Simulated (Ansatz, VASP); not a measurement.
## PtS2: VASP beside Ansatz

The input POSCAR:

```
PtS2
1.0
    1.6695158750      0.9638954399      5.2259063274
   -1.6695158750      0.9638954399      5.2259063274
    0.0000000000     -1.9277908797      5.2259063274
Pt S
1 2
Direct
    0.0000000000      0.0000000000      0.0000000000
    0.2486279915      0.2486279915      0.2486279915
    0.7513720085      0.7513720085      0.7513720085
```

File INCAR.step1:

```
PREC     = Accurate       # precision mode
ENCUT    = 520            # plane-wave cutoff, eV
ISMEAR   = 0              # smearing method
SIGMA    = 0.01           # smearing width, eV
LREAL    = F              # projectors in reciprocal space
LASPH    = T              # aspherical terms in the spheres
NELM     = 100            # most SCF steps
NBANDS   = 18             # bands
GGA      = PE             # functional
ALGO     = Normal         # electronic algorithm
EDIFF    = 1E-4           # SCF threshold, eV
LWAVE    = T              # write WAVECAR
LCHARG   = F              # write CHGCAR
```

INCAR.step2

```
PREC     = Accurate       # precision mode
ENCUT    = 520            # plane-wave cutoff, eV
EDIFF    = 1E-6           # SCF threshold, eV
ISMEAR   = 0              # smearing method
SIGMA    = 0.01           # smearing width, eV
LREAL    = F              # projectors in reciprocal space
LASPH    = T              # aspherical terms in the spheres
NELM     = 100            # most SCF steps
ALGO     = Normal         # electronic algorithm
ISIF     = 2              # what is computed and relaxed
LWAVE    = F              # write WAVECAR
LCHARG   = F              # write CHGCAR
METAGGA  = R2SCAN         # meta-GGA
LMIXTAU  = T            
NBANDS   = 18             # bands
ISTART   = 1
```

File KPOINTS:

```
regular mesh
0
Gamma
  8 8 8
```

Input for Ansatz:

```yaml
crystal:
  lattice:
    - [1.669515875, 0.9638954399, 5.2259063274]
    - [-1.669515875, 0.9638954399, 5.2259063274]
    - [0.0, -1.9277908797, 5.2259063274]
  atoms:
    - { symbol: Pt, position: [0.0, 0.0, 0.0] }
    - { symbol: S, position: [0.2486279915, 0.2486279915, 0.2486279915] }
    - { symbol: S, position: [0.7513720085, 0.7513720085, 0.7513720085] }
kpoints:
  mp_grid: { grid: [8, 8, 8] }
  band_path:
    path:
      - [0.0, 0.0, 0.0]
      - [0.5, 0.5, 0.5]
      - [0.8106532132, 0.1893467868, 0.5]
      - [0.5, -0.1893467868, 0.1893467868]
      - [0.5, 0.0, 0.0]
      - [0.3446733934, -0.3446733934, 0.0]
      - [0.6553266066, 0.0, 0.3446733934]
      - [0.5, 0.0, 0.5]
      - [0.125, 0.125, 0.25]
      - [0.2412713754, -0.2412713754, 0.0]
      - [0.25, 0.25, -0.5]
    npoints: 1
hamiltonian:
  xc: r2scan
scf:
  occupations: { method: fixed }
  n_extra_bands: 4
output:
  forces: true
  stress: true
  eigenvalues: true
```

Change from the starting cell: hydrostatic strain -5.4%.

Alike in both runs: task single point; functional r2SCAN; k mesh 8 × 8 × 8; no spin polarisation.

```csv
,VASP,Ansatz
version,VASP 6.6.1,Ansatz 0.2.0
potentials or method,"VASP PAW PBE potentials, release 64 (Pt, S)","plane waves, PAW"
plane-wave cutoff (eV),520,500
occupations,"gaussian, width 0.01 eV",fixed
valence electrons in the cell,22,30
```

Ansatz gave:

| Item | Value |
| --- | --- |
| gap on the k mesh at the Fermi level (eV) | 0.44 |
| pressure (GPa) | 16.6 |
| largest component of the traceless stress (GPa) | 6.67 |
| rms of the force components (eV/Å) | 0.022 |

Task: Which values does VASP return?

Result: gap on the k mesh at the Fermi level (eV): 0.43; pressure (GPa): 16.6; largest component of the traceless stress (GPa): 6.69; rms of the force components (eV/Å): 0.021.

Atom by atom the forces differ by 0.001 eV/Å (rms over components). The two sets of potentials don't hold the same shells in valence.

Caveats: so large a pressure means that the cell lies far from this level's equilibrium, or that cutoff or potentials fall short (VASP); the potentials were made for another functional, which shifts forces and pressure (VASP); spin-orbit coupling is left out, which moves the levels of the heavy elements. A k mesh can miss the band edges.
